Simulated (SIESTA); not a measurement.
Br:

```xyz
1
Lattice="-1.4235 1.4235 3.5775 1.4235 -1.4235 3.5775 1.4235 1.4235 -3.5775" Properties=species:S:1:pos:R:3 pbc="T T T"
Br    0.0000    0.0000    0.0000
```

```yaml
Program: SIESTA 5.4.2
Task: single point
Functional: PBE
Potentials_or_basis: PseudoDojo 0.4 standard (PBE files)
Basis: DZP (energy shift 0.003 Ry)
Grid_cutoff: 500 Ry
Energy_shift: 0.003 Ry
k_mesh: 13 × 13 × 13
Occupations: fermi-dirac, width 0.05 eV
Spin: no spin polarisation
```

On this cell: pressure 2.0 GPa; band gap on the k mesh none (metal or under the smearing width).

The same run follows on a disturbed copy (cell strained at random at fixed volume):

```
Br
1.0
    -1.37086    1.42822    3.50710
     1.54394   -1.43502    3.57868
     1.34378    1.40794   -3.50981
Br
1
Direct
  0.01208 0.00474 0.01896
```

Problem. What does the disturbed cell give?

Solution. The energy (extrapolated to zero smearing) moves by +0.1 meV/atom; pressure 1.5 GPa; band gap on the k mesh none (metal or under the smearing width).

Stress tensor (GPa, compression positive):
```
 0.93  0.06 -0.18
 0.06  2.64  0.00
-0.18  0.00  0.80
```

Caveats: the basis of atomic orbitals isn't converged, which shifts pressures, moduli and gaps; an odd number of electrons without spin polarisation forces a metal; a magnetic or distorted state may lie lower.
